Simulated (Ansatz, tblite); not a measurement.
# ZnF2 with GFN1-xTB from a Python script

These are simulated results from tblite 0.8.0, not measurements. The cell began as a measured structure and was relaxed with r2SCAN in plane waves (Ansatz 0.2.0). All runs are without spin polarisation.

Space group P4_2/mnm (No. 136), tetragonal; conventional cell a = 4.703 Å, c = 3.127 Å, 11.53 Å³ an atom. Around Zn lie 6 F at 2.02–2.04 Å; around F lie 3 Zn at 2.02–2.04 Å.

tblite solves periodic systems at the zone centre alone, so the script builds a cluster of 2×2×3 conventional cells (72 atoms), which folds in a coarse mesh of k points.

Input script:

```python
import json
from ase import Atoms
from ase.build import make_supercell
from ase.units import Bohr, GPa, Hartree
from tblite.interface import Calculator

atoms = Atoms(['Zn', 'Zn', 'F', 'F', 'F', 'F'],
              cell=[[4.70336225, 0.0, 0.0], [0.0, 4.70336225, 0.0], [0.0, 0.0, 3.12678825]],
              scaled_positions=[[0.0, 0.0, 0.0], [0.5, 0.5, 0.5], [0.303190551, 0.303190551, 0.0], [0.196809449, 0.803190551, 0.5], [0.696809449, 0.696809449, 0.0], [0.803190551, 0.196809449, 0.5]],
              pbc=True)
cluster = make_supercell(atoms, [[2, 0, 0], [0, 2, 0], [0, 0, 3]])
calc = Calculator('GFN1-xTB', cluster.numbers, cluster.positions / Bohr, lattice=cluster.cell[:] / Bohr, periodic=cluster.pbc)
calc.set('temperature', 0.02 / Hartree)
calc.set('max-iter', 150)
res = calc.singlepoint()
levels = res.get('orbital-energies') * Hartree
nv = round(res.get('orbital-occupations').sum() / 2)
cells = len(cluster) // len(atoms)
out = {'energy_per_cell': res.get('energy') * Hartree / cells, 'homo': levels[nv - 1], 'lumo': levels[nv],
       'stress': (-res.get('virial') * Hartree / cluster.get_volume() / GPa).tolist(), 'charges': res.get('charges')[:len(atoms)].tolist(), 'electrons': 2 * nv / cells}
json.dump(out, open('results.json', 'w'))
for key, value in out.items():
    print(key, value)
```

Command: `python run.py`. It took 4.8 s on 1 thread of Intel(R) Xeon(R) Platinum 8259CL CPU @ 2.50GHz (Skylake/Cascade Lake), with other jobs on the host, peak memory 0.1 GiB.

The log:

```
------------------------------------------------------------
  cycle        total energy    energy error   density error
------------------------------------------------------------
      1     -252.8078517829  -2.5258949E+02   9.2928675E-01
      2     -262.2349967494  -9.4271450E+00   3.6784630E-01
      3     -264.3494089983  -2.1144122E+00   3.5822090E-01
      4     -264.9191594194  -5.6975042E-01   1.8191442E-01
      5     -265.9500572326  -1.0308978E+00   5.6744285E-02
      6     -266.0105067782  -6.0449546E-02   3.5570060E-02
      7     -266.0502225499  -3.9715772E-02   3.5943390E-03
      8     -266.0506541903  -4.3164039E-04   8.2795023E-05
      9     -266.0506545165  -3.2624723E-07   3.8450446E-05
     10     -266.0506545776  -6.1097808E-08   4.1453317E-06
------------------------------------------------------------

 total:                                   4.013 sec
energy_per_cell -603.3005886456102
homo -18.721820512963042
lumo -17.68348321626541
stress [[7.4463920103686, 1.755384333728151e-05, 1.1475391229594427e-05], [1.755384333727752e-05, 7.446392010368668, 1.1475391268413346e-05], [1.1475391229603487e-05, 1.1475391268418013e-05, 5.948602305384588]]
charges [0.4808293788135517, 0.4807907320347604, -0.24040455574720498, -0.24040216689118488, -0.24039941594165204, -0.24040216689118266]
electrons 32.0
```

The cycle table is in hartree for the whole cluster, and the lines after it are in eV (the energy for one cell). The printed stress is in GPa and positive in compression, and the pressure is its mean diagonal.

GFN1-xTB gives a gap of 1.04 eV. On the same cell, plane-wave PBE (Ansatz, 6×6×8 k points and the special points) gives a gap of 3.58 eV and r2SCAN a gap of 4.28 eV; on shared hosts these took about 7.2 and 17 core-seconds on the 6-atom cell, against 4.8 for the script. Semilocal gaps usually lie below measured ones. xTB was fitted to molecules, so gaps, charges and pressures of solids can be far off, and the gap also depends on the size of the cluster.

The same script was run on cells scaled at fixed shape and fractional coordinates:

```json
{"volume (Å³/atom)": "10.14", "energy (meV/atom)": "102.0", "pressure (GPa, positive in compression)": "17.72", "gap (eV)": "1.20"}
{"volume (Å³/atom)": "10.84", "energy (meV/atom)": "39.4", "pressure (GPa, positive in compression)": "11.54", "gap (eV)": "1.12"}
{"volume (Å³/atom)": "11.53", "energy (meV/atom)": "0.0", "pressure (GPa, positive in compression)": "6.95", "gap (eV)": "1.04"}
{"volume (Å³/atom)": "12.22", "energy (meV/atom)": "-22.2", "pressure (GPa, positive in compression)": "3.48", "gap (eV)": "0.97"}
{"volume (Å³/atom)": "12.91", "energy (meV/atom)": "-31.3", "pressure (GPa, positive in compression)": "0.84", "gap (eV)": "0.90"}
```

The minimum lies beyond the largest of these volumes.

xTB was fitted mostly to molecules, and a small cluster samples few k points, so gaps, pressures and kinks along a curve can be far from a solid's.
